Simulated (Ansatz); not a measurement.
The system is Al2O3.

```
Al O
1.0
     2.88432    0.00000    0.00000
    -1.44216    2.49790    0.00000
     0.00000    0.00000    9.33675
Al O
2 3
Direct
  0.00000 0.00000 0.85001
  0.00000 0.00000 0.14999
  0.33333 0.66667 0.77768
  0.66667 0.33333 0.00000
  0.33333 0.66667 0.22232
```

Measurements of this composition are mostly on another form, of space group No. 167.

Base run:

| Item | Value |
| --- | --- |
| Program | Ansatz 0.2.0 |
| Functional | PBEsol |
| Potentials or basis | Ansatz PAW |
| Cutoff | 420 eV |
| Density cutoff | 1680 eV |
| k mesh | 12 × 12 × 4 |
| Occupations | fixed |
| Spin | no spin polarisation |

Its results: band gap on the k mesh 4.76 eV, indirect (least direct gap 5.00 eV); pressure -2.9 GPa; largest force 0.125 eV/Å.

Task: The run is repeated on the same cell with these changes: functional from PBEsol to r2SCAN; cutoff from 420 eV to 500 eV; density cutoff from 1680 eV to 2000 eV; level from pbesol to r2scan. What comes out?

Result: Band gap on the k mesh 5.63 eV, indirect (least direct gap 5.85 eV); pressure -4.5 GPa; largest force 0.394 eV/Å.

Caveats: the PAW data sets come from PBE, with cores solved anew for the run's functional, which leaves a small shift of forces and pressure.

Not every run made on this cell is shown here.
